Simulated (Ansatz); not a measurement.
**ZrS2 under changes of volume**

One of the cells (23.763 Å³/atom); the others are scaled copies at fixed shape and fractional positions:

```
Zr S
1.0
     3.69138    0.00000    0.00000
    -1.84569    3.19683    0.00000
     0.00000    0.00000    6.04108
Zr S
1 2
Direct
  0.00000 0.00000 0.00000
  0.33333 0.66667 0.23791
  0.66667 0.33333 0.76209
```

The cell is a database's computed one.

```yaml
Program: Ansatz 0.2.0
Functional: PBE
Potentials_or_basis: Ansatz PAW
Cutoff: "420 eV (not typed: the program's choice for these potentials)"
k_mesh: 8 × 8 × 5
Occupations: fermi-dirac, width 0.05 eV
Spin: no spin polarisation
```

| volume (Å³/atom) | energy over the lowest point (meV/atom) | pressure (GPa) | gap on the mesh (eV) | largest force (eV/Å) |
| --- | --- | --- | --- | --- |
| 22.337 | 30.83 | 6.8 | 1.01 | 0.811 |
| 22.813 | 14.25 | 4.5 | 1.03 | 0.536 |
| 23.288 | 4.19 | 2.4 | 1.04 | 0.281 |
| 23.763 | 0.00 | 0.5 | 1.05 | 0.044 |
| 24.238 | 1.14 | -1.2 | 1.06 | 0.176 |
| 24.714 | 7.08 | -2.8 | 1.07 | 0.380 |
| 25.189 | ? | ? | ? | ? |

**Question.** What does the run at 25.189 Å³/atom give?

**Answer.** Energy over the lowest point 17.37 meV/atom; pressure -4.2 GPa; gap on the mesh 1.08 eV; largest force 0.571 eV/Å.

Worked out: A Birch-Murnaghan fit of order 3 (a polynomial in V^(-2/3)) to the other rows has its minimum at 23.89 Å³/atom with B0 = V·E''(V) = 88 GPa and B' = 4.0 at fixed shape and positions, which overstates the stiffness. It gives 17.38 meV/atom at 25.189 Å³/atom, against the run's 17.37, and -dE/dV = -4.2 GPa, against -4.2. A straight line through the other rows of the gap, of slope 0.566 eV per unit of ln V, extrapolates to 1.08 eV, against the run's 1.08.

Energies are extrapolated to zero smearing.

Caveats: odd divisions of the mesh miss points on the zone boundary, where band edges often lie, so the gap on the mesh can be too wide; this functional lacks dispersion, which binds the layers, so the pressure and a relaxed spacing across them are unreliable.

A mesh can miss the band edges. Spin-orbit coupling on Zr is left out.
